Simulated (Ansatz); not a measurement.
# ZnS (Wurtzite-6H) (P6_3mc) in Ansatz: notebook

The runs below take ZnS (Wurtzite-6H) through band structure, single point, equation of state, with rPW86-PBE, PBE.

Everything below comes from runs of Ansatz 0.2.0. Logs are shortened: lines on timing, memory, paths and dates and some standing lists are left out, and cuts for length are marked.

**Experimental background.**

A printed reference work, monograph reports, for a bulk crystal of ZnS at 4 K: band gap 3.911 eV (direct).

The runs below are set against these values where they give the same quantity.

## 1. The structure

Symmetry: P6_3mc, No. 186, hexagonal system. The conventional cell has a = 3.812 Å, b = 3.812 Å, c = 18.690 Å, α = 90.00°, β = 90.00°, γ = 120.00°. Zn (site symmetry 3m) has 4 S at 2.33 to 2.34 Å as nearest neighbours. Zn (site symmetry 3m) has 4 S at 2.33 to 2.34 Å as nearest neighbours. Zn (site symmetry 3m) is surrounded by 4 S at 2.33 to 2.34 Å. Around S (site symmetry 3m) lie 4 Zn at 2.33 to 2.34 Å. S (site symmetry 3m) has 4 Zn at 2.33 to 2.34 Å as nearest neighbours. S (site symmetry 3m) is surrounded by 4 Zn at 2.33 to 2.34 Å.

## 2. Band structure, rPW86-PBE

The input, input.yaml:

```yaml
crystal:
  lattice:
    - [3.812, 0.0, 0.0]
    - [-1.906, 3.3012888392, 0.0]
    - [0.0, 0.0, 18.68999]
  atoms:
    - { symbol: Zn, position: [0.3333333333, 0.6666666667, 0.83333] }
    - { symbol: Zn, position: [0.6666666667, 0.3333333333, 0.33333] }
    - { symbol: Zn, position: [0.6666666667, 0.3333333333, 0.66667] }
    - { symbol: Zn, position: [0.3333333333, 0.6666666667, 0.16667] }
    - { symbol: Zn, position: [0.0, 0.0, 0.5] }
    - { symbol: Zn, position: [0.0, 0.0, 0.0] }
    - { symbol: S, position: [0.3333333333, 0.6666666667, 0.95833] }
    - { symbol: S, position: [0.6666666667, 0.3333333333, 0.45833] }
    - { symbol: S, position: [0.6666666667, 0.3333333333, 0.79167] }
    - { symbol: S, position: [0.3333333333, 0.6666666667, 0.29167] }
    - { symbol: S, position: [0.0, 0.0, 0.625] }
    - { symbol: S, position: [0.0, 0.0, 0.125] }
hamiltonian:
  xc: { exchange: rpw86, correlation: pbe }
  pseudopotentials: { kind: paw }
kpoints:
  mp_grid: { grid: [8, 8, 2] }
  band_path:
    path:
      - [[0.0, 0.0, 0.0], [0.5, 0.0, 0.0], [0.3333333333, 0.3333333333, 0.0], [0.0, 0.0, 0.0], [0.0, 0.0, 0.5], [0.5, 0.0, 0.5], [0.3333333333, 0.3333333333, 0.5], [0.0, 0.0, 0.5]]
      - [[0.5, 0.0, 0.5], [0.5, 0.0, 0.0]]
      - [[0.3333333333, 0.3333333333, 0.0], [0.3333333333, 0.3333333333, 0.5]]
    npoints: 10
scf:
  occupations: { method: fermi_dirac, width: 0.05 }
  n_extra_bands: 30
output:
  forces: true
  stress: true
  eigenvalues: true
  fatbands: false
  write_density: true
  write_potential: true
  elf: true
  volumetric_format: npy
```

Potentials or basis: Ansatz PAW.

Command:

```bash
$ ansatz run input.yaml --threads 2 --pin off --max-ram 5120MiB --backend cpu --events-out ev --progress --plain --runs-dir out
```

Standard output:

```text
Warning: RAYON_NUM_THREADS=2 ignored (pool sized by the plan → 2); use --threads N
scf.n_extra_bands = 30 over 54 filled bands (N_el = 108.0): the run solves 84 bands
Engine: ansatz 0.2.0, aarch64-unknown-linux-gnu
Pseudopotentials: kind: paw
Pseudopotential: Zn, paw, valence charge 12, recommended cutoff 420 eV (normal), Zn.paw.azcp
Pseudopotential: S, paw, valence charge 6, recommended cutoff 420 eV (normal), S.paw.azcp
Functional definition: unnamed
  exchange = rpw86_x
  correlation = pbe_c
Crystal: 12 atoms, lattice volume = 235.204 Å³
Basis set: ecut = 420 eV, 4611 PW (Γ), exchange–correlation on 54×54×250 points (8 copies of the dense FFT grid, shifted against one another)
Bands: 84, of which v1, the nominal top of the filled ones, is band 54 counted from 1 (53 counted from 0)
Symmetry: 12 space group operations
Space group: P63mc (ITA 186), of the structure as read, at distance tolerance 6.2e-5 Å
k-points: 20 of 128
Non-local potential: Zn, projectors of the file, l = 0: 2, l = 1: 2, l = 2: 3, l = 3: 1
Non-local potential: S, projectors of the file, l = 0: 2, l = 1: 2, l = 2: 2
PAW form: soft (Blöchl's): semilocal exchange-correlation on the pseudo side does not see the compensation charge
PAW frozen core: Zn, regenerated for the run's functional, and the local potential with it (the file was generated under x = pbe(κ = 0.804, μ = 0.2195149727645171), c = pbe(β = 0.06672455060314922))
PAW frozen core: S, regenerated for the run's functional, and the local potential with it (the file was generated under x = pbe(κ = 0.804, μ = 0.2195149727645171), c = pbe(β = 0.06672455060314922))
PAW one-centre angular grid: Zn, 590 points (default); XC on 64 Gauss nodes
PAW one-centre angular grid: S, 110 points (default); XC on 64 Gauss nodes
Initial density: superposition of atomic densities (neutral atoms: chi_scale 0, normalization atom), corrected by the library's trained network
Initial wavefunctions: pseudopotential atomic-orbital guess
Functional: x = rpw86, c = pbe(β = 0.06672455060314922)
SCF iter   1: F=—  HF=-25598.426148 eV  |F-HF|=—  |Δ(HF+E_count)|=         —  Δρ=8.68e-3  dr2=1.05e-1  ethr=1.77e-3  ⟨swp⟩=6.9  Hψ=8017  notcnv=0  defer=145
preconditioner: auto → Resta (q_TF=auto, 2.396 Å⁻¹)  ε∞=4.8  [insulator: Δε(μ)=2.066 eV  Ē_g=12.973 eV  σ=0.050 eV  W_gap=1.00  n_scr=68 (ndim 8)  ℏωp=25.2 eV  f_vac=0.030  D(μ)=0.00/eV (n_scr^D=0)  ε∞_Penn≈4.8]
SCF iter   2: F=—  HF=-25598.380125 eV  |F-HF|=—  |Δ(HF+E_count)|=   4.60e-2  Δρ=3.34e-3  dr2=2.08e-2  ethr=9.73e-5  ⟨swp⟩=2.0  Hψ=3039  notcnv=0  defer=462
SCF iter   3: F=—  HF=-25598.369367 eV  |F-HF|=—  |Δ(HF+E_count)|=   1.08e-2  Δρ=1.29e-3  dr2=3.47e-3  ethr=1.92e-5  ⟨swp⟩=2.0  Hψ=2278  notcnv=0  defer=462
SCF iter   4: F=—  HF=-25598.368353 eV  |F-HF|=—  |Δ(HF+E_count)|=   1.01e-3  Δρ=2.50e-4  dr2=1.93e-4  ethr=3.21e-6  ⟨swp⟩=2.5  Hψ=2063  notcnv=0  defer=462
SCF iter   5: F=—  HF=-25598.368304 eV  |F-HF|=—  |Δ(HF+E_count)|=   4.89e-5  Δρ=5.43e-5  dr2=5.37e-6  ethr=1.79e-7  ⟨swp⟩=2.2  Hψ=2315  notcnv=0  defer=462
SCF iter   6: F=—  HF=-25598.367986 eV  |F-HF|=—  |Δ(HF+E_count)|=   3.19e-4  Δρ=3.13e-5  dr2=1.41e-6  ethr=4.98e-9  ⟨swp⟩=2.0  Hψ=2190  notcnv=0  defer=462
SCF iter   7: F=—  HF=-25598.367986 eV  |F-HF|=—  |Δ(HF+E_count)|=   3.35e-7  Δρ=3.01e-5  dr2=1.21e-6  ethr=1.31e-9  ⟨swp⟩=2.0  Hψ=2178  notcnv=0  defer=462
SCF iter   8: F=-25598.367985 eV  HF=-25598.367985 eV  |F-HF|=1.17e-7  |Δ(HF+E_count)|=   7.53e-7  Δρ=6.92e-6  dr2=7.22e-8  ethr=9.26e-11  ⟨swp⟩=14.0  Hψ=13501  notcnv=0
SCF 1 converged in 8 iterations: F = -25598.367985 eV  dr2 = 7.22e-8
NSCF: frozen V_eff on 93 k-points
SCF converged after 8 iterations
Free energy (F): -25598.367985 eV
Harris-Foulkes:  -25598.367985 eV  (|F-HF|=1.17e-7)
Internal energy: -25598.367985 eV  (E = F + TS)
E sigma→0 (E₀):  -25598.367985 eV
Fermi energy:    6.976540 eV
--- Per-component energies (eV) ---
  E_band       = 39.884792
  E_kinetic    = 1438.180823
  E_local      = -12195.922370  (includes V_loc(G=0)·N_el)
  E_nonlocal   = 3832.961308
  E_hartree    = 5110.383356
  E_xc         = -1426.292542
  E_vxc        = -839.125227  (∫ρ·V_xc dr)
  E_paw        = -14818.344101  (= ΣΔE_a)
  E_vpaw       = -2416.973344  (= ΣTr[D̂ρ^β])
  E_aug_tail   = -0.002248  (compensation charges beyond the density's cutoff)
  E_ewald      = -7533.374756
  E_core_change = -5.957454  (= ΣΔE_core)
  E_smearing   = -0.000000  (= −TS)
  E_closure    = 0.000000  (closes the sum)
  Σ components = -25598.367985   (vs F -25598.367985, Δ=0.00e0)
--- Forces (eV/Å), atoms counted from 1 ---
  atom   1  Zn     0.00000000    -0.00000000     0.00373278
  atom   2  Zn    -0.00000000     0.00000000     0.00373278
  atom   3  Zn    -0.00000000    -0.00000000     0.02276269
  atom   4  Zn    -0.00000000     0.00000000     0.02276269
  atom   5  Zn    -0.00000000     0.00000000    -0.00613139
  atom   6  Zn    -0.00000000    -0.00000000    -0.00613139
  atom   7  S      0.00000000     0.00000000    -0.03810190
  atom   8  S      0.00000000    -0.00000000    -0.03810190
  atom   9  S     -0.00000000     0.00000000    -0.00728638
  atom  10  S     -0.00000000    -0.00000000    -0.00728638
  atom  11  S      0.00000000     0.00000000     0.02503030
  atom  12  S      0.00000000    -0.00000000     0.02503030
  max |Σ_I F_I| component: 1.22e-5 eV/Å
--- Stress (GPa, compression-positive) ---
        4.705849      -0.000000      -0.000000
        0.000000       4.705849      -0.000000
       -0.000000       0.000000       4.819760
  P = ⅓ Tr σ = 4.7438 GPa (47.438 kbar)
--- Band table (eV; the first three rows and the last of 20) ---
  k-point 0: bands = ["-7.3119", "-7.1116", "-7.1039", "-6.6495", "-6.6420", "-6.3790", "-0.4638", "-0.4611", "-0.4580", "-0.4580", "-0.4538", "-0.4377", "-0.4377", "-0.4195", "-0.4195", "-0.3823", "-0.3823", "-0.3682", "-0.3682", "-0.3520", "-0.3520", "-0.3112", "-0.3033", "0.0225", "0.0225", "0.0262", "0.0262", "0.0420", "0.0420", "0.0473", "0.0473", "0.0649", "0.0649", "0.0750", "0.0750", "0.2412", "0.5761", "1.9873", "1.9967", "4.1848", "4.2031", "5.0270", "5.0270", "5.2201", "5.2201", "5.2319", "5.2319", "5.6568", "5.6568", "5.6668", "5.6668", "5.8827", "5.9066", "5.9066", "7.9698", "9.0465", "9.0993", "9.1833", "9.1893", "9.3432", "12.1862", "12.2412", "12.2412", "12.2727", "12.3465", "12.4706", "12.4706", "12.6857", "12.6857", "12.7875", "12.7875", "13.0581", "13.0581", "13.2032", "13.2032", "13.6548", "13.7742", "14.9015", "16.4511", "16.4511", "16.8055", "16.8055", "17.3670", "17.4505"]
[... 3 lines left out ...]
```

Run time: 77 s. Hardware: 2 threads of Arm Neoverse V2, shared host; peak memory 1.2 GiB.

Results:

| Item | Value |
| --- | --- |
| Free energy | -25598.3680 eV |
| Pressure | 4.7 GPa |
| Largest force | 0.038 eV/Å |
| Band gap on the k mesh | 2.06 eV, direct |
| Band gap along the path | 2.06 eV, direct |

Forces in eV/Å, atoms in the order of the input:
```
Zn   0.000  0.000  0.004
Zn   0.000  0.000  0.004
Zn   0.000  0.000  0.023
Zn   0.000  0.000  0.023
Zn   0.000  0.000 -0.006
Zn   0.000  0.000 -0.006
S    0.000  0.000 -0.038
S    0.000  0.000 -0.038
S    0.000  0.000 -0.007
S    0.000  0.000 -0.007
S    0.000  0.000  0.025
S    0.000  0.000  0.025
```

Stress tensor (GPa, compression positive):
```
4.71 0.00 0.00
0.00 4.71 0.00
0.00 0.00 4.82
```

Levels at the corners of the path, in eV from the valence-band top:
| point | band 50 | band 51 | band 52 | band 53 | band 54 | band 55 | band 56 | band 57 | band 58 | band 59 |
| --- | --- | --- | --- | --- | --- | --- | --- | --- | --- | --- |
| Γ | -0.24 | -0.24 | -0.02 | 0.00 | 0.00 | 2.06 | 3.14 | 3.19 | 3.28 | 3.28 |
| M | -1.49 | -1.26 | -1.26 | -1.09 | -0.88 | 3.39 | 3.54 | 3.60 | 3.86 | 4.02 |
| K | -2.01 | -1.89 | -1.54 | -1.48 | -1.48 | 4.42 | 4.42 | 4.42 | 5.30 | 5.39 |
| Γ | -0.24 | -0.24 | -0.02 | 0.00 | 0.00 | 2.06 | 3.14 | 3.19 | 3.28 | 3.28 |
| A | -0.47 | -0.07 | -0.07 | -0.07 | -0.07 | 2.55 | 2.55 | 3.21 | 3.21 | 3.46 |
| L | -1.60 | -1.21 | -1.21 | -0.98 | -0.98 | 3.34 | 3.34 | 3.83 | 3.83 | 4.13 |
| H | -1.89 | -1.69 | -1.69 | -1.55 | -1.55 | 4.66 | 4.66 | 4.74 | 4.74 | 4.84 |
| A | -0.47 | -0.07 | -0.07 | -0.07 | -0.07 | 2.55 | 2.55 | 3.21 | 3.21 | 3.46 |
| L | -1.60 | -1.21 | -1.21 | -0.98 | -0.98 | 3.34 | 3.34 | 3.83 | 3.83 | 4.13 |
| M | -1.49 | -1.26 | -1.26 | -1.09 | -0.88 | 3.39 | 3.54 | 3.60 | 3.86 | 4.02 |
| K | -2.01 | -1.89 | -1.54 | -1.48 | -1.48 | 4.42 | 4.42 | 4.42 | 5.30 | 5.39 |
| H | -1.89 | -1.69 | -1.69 | -1.55 | -1.55 | 4.66 | 4.66 | 4.74 | 4.74 | 4.84 |

Caveat: the cell's inner coordinates are idealised or old, which leaves forces on the atoms; the PAW data sets come from PBE, with cores solved anew for the run's functional, which leaves a small shift of forces and pressure.

## 3. Single point, PBE, 18.42 Å³/atom (volume scaled by 0.94)

The input, input.yaml:

```yaml
crystal:
  lattice:
    - [3.7341822464, 0.0, 0.0]
    - [-1.8670911232, 3.2338966877, 0.0]
    - [0.0, 0.0, 18.308454576]
  atoms:
    - { symbol: Zn, position: [0.3333333333, 0.6666666667, 0.83333] }
    - { symbol: Zn, position: [0.6666666667, 0.3333333333, 0.33333] }
    - { symbol: Zn, position: [0.6666666667, 0.3333333333, 0.66667] }
    - { symbol: Zn, position: [0.3333333333, 0.6666666667, 0.16667] }
    - { symbol: Zn, position: [0.0, 0.0, 0.5] }
    - { symbol: Zn, position: [0.0, 0.0, 0.0] }
    - { symbol: S, position: [0.3333333333, 0.6666666667, 0.95833] }
    - { symbol: S, position: [0.6666666667, 0.3333333333, 0.45833] }
    - { symbol: S, position: [0.6666666667, 0.3333333333, 0.79167] }
    - { symbol: S, position: [0.3333333333, 0.6666666667, 0.29167] }
    - { symbol: S, position: [0.0, 0.0, 0.625] }
    - { symbol: S, position: [0.0, 0.0, 0.125] }
hamiltonian:
  xc: pbe
  pseudopotentials: { kind: paw, partial_waves: polarizable }
kpoints:
  mp_grid: { grid: [8, 8, 2] }
scf:
  occupations: { method: fermi_dirac, width: 0.05 }
output:
  forces: true
  stress: true
  eigenvalues: true
```

Potentials or basis: Ansatz PAW polarizable.

Command:

```bash
$ ansatz run input.yaml --threads 2 --pin off --max-ram 5120MiB --backend cpu --events-out ev --progress --plain --runs-dir out
```

Wall time 13 s (2 threads of Arm Neoverse V2, shared host); peak memory 0.59 GiB.

The run converged. Its results:

| Property | Result |
| --- | --- |
| Free energy | -25335.9328 eV |
| Pressure | 7.7 GPa |
| Largest force | 0.039 eV/Å |
| Band gap on the k mesh | 2.44 eV, direct |

Caveat: the cell's inner coordinates are idealised or old, which leaves forces on the atoms.

## 4. Single point, PBE, 18.82 Å³/atom (volume scaled by 0.96)

Edit input.yaml of step 3 so:

```diff
@@ -2,5 +2,5 @@
   lattice:
-    - [3.7341822464, 0.0, 0.0]
-    - [-1.8670911232, 3.2338966877, 0.0]
-    - [0.0, 0.0, 18.308454576]
+    - [3.7604801709, 0.0, 0.0]
+    - [-1.8802400855, 3.2566713584, 0.0]
+    - [0.0, 0.0, 18.4373916028]
   atoms:
```

Command:

```bash
$ ansatz run input.yaml --threads 2 --pin off --max-ram 5120MiB --backend cpu --events-out ev --progress --plain --runs-dir out
```

It took 13 s on 2 threads of Arm Neoverse V2, shared host; peak memory 0.6 GiB.

The run converged. Its results:

```yaml
Free_energy: -25336.1275 eV
Pressure: 5.6 GPa
Largest_force: 0.036 eV/Å
Band_gap_on_the_k_mesh: 2.34 eV, direct
```

Caveat: the cell's inner coordinates are idealised or old, which leaves forces on the atoms.

## 5. Single point, PBE, 19.21 Å³/atom (volume scaled by 0.98)

Edit input.yaml of step 4 so:

```diff
@@ -2,5 +2,5 @@
   lattice:
-    - [3.7604801709, 0.0, 0.0]
-    - [-1.8802400855, 3.2566713584, 0.0]
-    - [0.0, 0.0, 18.4373916028]
+    - [3.7864153365, 0.0, 0.0]
+    - [-1.8932076683, 3.2791318707, 0.0]
+    - [0.0, 0.0, 18.5645500459]
   atoms:
```

Command:

```bash
$ ansatz run input.yaml --threads 2 --pin off --max-ram 5120MiB --backend cpu --events-out ev --progress --plain --runs-dir out
```

Run time: 12 s. Hardware: 2 threads of Arm Neoverse V2, shared host; peak memory 0.61 GiB.

It converged, with:

```
Free energy            : -25336.2649 eV
Pressure               : 3.8 GPa
Largest force          : 0.033 eV/Å
Band gap on the k mesh : 2.25 eV, direct
```

Caveat: the cell's inner coordinates are idealised or old, which leaves forces on the atoms.

## 6. Single point, PBE, 19.60 Å³/atom

Edit input.yaml of step 5 so:

```diff
@@ -2,5 +2,5 @@
   lattice:
-    - [3.7864153365, 0.0, 0.0]
-    - [-1.8932076683, 3.2791318707, 0.0]
-    - [0.0, 0.0, 18.5645500459]
+    - [3.812, 0.0, 0.0]
+    - [-1.906, 3.3012888392, 0.0]
+    - [0.0, 0.0, 18.68999]
   atoms:
@@ -29 +29,5 @@
   eigenvalues: true
+  write_density: true
+  write_potential: true
+  elf: true
+  volumetric_format: npy
```

Potentials or basis: Ansatz PAW polarizable.

Command:

```bash
$ ansatz run input.yaml --threads 2 --pin off --max-ram 5120MiB --backend cpu --events-out ev --progress --plain --runs-dir out
```

It took 18 s on 2 threads of Arm Neoverse V2, shared host; peak memory 0.63 GiB.

Results (log left out):

| Item | Value |
| --- | --- |
| Free energy | -25336.3510 eV |
| Pressure | 2.1 GPa |
| Largest force | 0.030 eV/Å |
| Band gap on the k mesh | 2.16 eV, direct |

Caveat: the cell's inner coordinates are idealised or old, which leaves forces on the atoms.

## 7. Single point, PBE, 19.99 Å³/atom (volume scaled by 1.02)

Edit input.yaml of step 6 so:

```diff
@@ -2,5 +2,5 @@
   lattice:
-    - [3.812, 0.0, 0.0]
-    - [-1.906, 3.3012888392, 0.0]
-    - [0.0, 0.0, 18.68999]
+    - [3.8372457688, 0.0, 0.0]
+    - [-1.9186228844, 3.3231523164, 0.0]
+    - [0.0, 0.0, 18.8137683755]
   atoms:
```

Command:

```bash
$ ansatz run input.yaml --threads 2 --pin off --max-ram 5120MiB --backend cpu --events-out ev --progress --plain --runs-dir out
```

Wall time 18 s (2 threads of Arm Neoverse V2, shared host); peak memory 0.64 GiB.

It converged, with:

| Quantity | Value |
| --- | --- |
| Free energy | -25336.3909 eV |
| Pressure | 0.6 GPa |
| Largest force | 0.027 eV/Å |
| Band gap on the k mesh | 2.08 eV, direct |

Caveat: the cell's inner coordinates are idealised or old, which leaves forces on the atoms.

## 8. Single point, PBE, 20.38 Å³/atom (volume scaled by 1.04)

Edit input.yaml of step 7 so:

```diff
@@ -2,5 +2,5 @@
   lattice:
-    - [3.8372457688, 0.0, 0.0]
-    - [-1.9186228844, 3.3231523164, 0.0]
-    - [0.0, 0.0, 18.8137683755]
+    - [3.8621636474, 0.0, 0.0]
+    - [-1.9310818237, 3.3447318322, 0.0]
+    - [0.0, 0.0, 18.9359391258]
   atoms:
```

Command:

```bash
$ ansatz run input.yaml --threads 2 --pin off --max-ram 5120MiB --backend cpu --events-out ev --progress --plain --runs-dir out
```

Wall time 18 s (2 threads of Arm Neoverse V2, shared host); peak memory 0.64 GiB.

The run converged. Its results:

- Free energy: -25336.3892 eV
- Pressure: -0.7 GPa
- Largest force: 0.025 eV/Å
- Band gap on the k mesh: 1.99 eV, direct

Caveat: the cell's inner coordinates are idealised or old, which leaves forces on the atoms.

## 9. Single point, PBE, 20.78 Å³/atom (volume scaled by 1.06)

Edit input.yaml of step 8 so:

```diff
@@ -2,5 +2,5 @@
   lattice:
-    - [3.8621636474, 0.0, 0.0]
-    - [-1.9310818237, 3.3447318322, 0.0]
-    - [0.0, 0.0, 18.9359391258]
+    - [3.8867640791, 0.0, 0.0]
+    - [-1.9433820395, 3.366036431, 0.0]
+    - [0.0, 0.0, 19.0565534549]
   atoms:
@@ -29,5 +29 @@
   eigenvalues: true
-  write_density: true
-  write_potential: true
-  elf: true
-  volumetric_format: npy
```

Potentials or basis: Ansatz PAW polarizable.

Command:

```bash
$ ansatz run input.yaml --threads 2 --pin off --max-ram 5120MiB --backend cpu --events-out ev --progress --plain --runs-dir out
```

It took 12 s on 2 threads of Arm Neoverse V2, shared host; peak memory 0.63 GiB.

It converged, with:

* Free energy: -25336.3501 eV
* Pressure: -1.9 GPa
* Largest force: 0.024 eV/Å
* Band gap on the k mesh: 1.91 eV, direct

Caveat: the cell's inner coordinates are idealised or old, which leaves forces on the atoms.

## 10. Equation of state, PBE

No new run: the results of the series are fitted here.

Results:

```
Equilibrium volume                        : 20.17 Å³/atom
Bulk modulus at fixed shape and positions : 69 GPa
Pressure derivative of the bulk modulus   : 4.4
```

Energy against volume, from the lowest point:
```csv
volume (Å³/atom),energy (meV/atom)
18.424,38.18
18.816,21.95
19.208,10.50
19.600,3.33
19.992,0.00
20.384,0.14
20.776,3.40
```

Caveat: the cell was scaled at fixed shape and fractional positions, which overstates the stiffness of a crystal with free parameters, most of all of layers and chains; the cell's inner coordinates are idealised or old, which leaves forces on the atoms.

## 11. How close it comes

Step 2. Against the measured gap of ZnS, 3.911 eV (direct; 4 K; a printed reference work, monograph), the calculated 2.06 eV is off by -1.85 eV. The value is that of rPW86-PBE, without temperature or zero-point motion.
